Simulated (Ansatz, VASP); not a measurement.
# One calculation of Au, two programs

```xyz
1
Lattice="0.0000 1.7220 1.7220 1.7220 0.0000 1.7220 1.7220 1.7220 0.0000" Properties=species:S:1:pos:R:3 pbc="T T T"
Au    0.0000    0.0000    0.0000
```

Change from the starting cell: volume scaled by 0.6, LAPW.

Alike in both runs: task single point; functional PBEsol; k mesh 16 × 16 × 16; occupations fermi-dirac, width 0.05 eV; no spin polarisation.

```csv
,VASP,Ansatz
version,VASP 6.6.1,Ansatz 0.2.0
potentials or method,"VASP PAW PBE potentials, release 64 (Au), cutoff 520 eV","all-electron LAPW, scalar-relativistic"
```

|  | VASP | Ansatz | Ansatz less VASP |
| --- | --- | --- | --- |
| pressure (GPa) | 367.3 | 363.1 | -4.21 |

Ansatz ran all-electron here, so the differences hold the error of VASP's frozen core and of both bases.

Caveats: the cell as given lies far from equilibrium; so large a pressure means that the cell lies far from this level's equilibrium, or that cutoff or potentials fall short (VASP); the potentials were made for another functional, which shifts forces and pressure (VASP). Spin-orbit coupling is left out, which matters for the levels of Au.
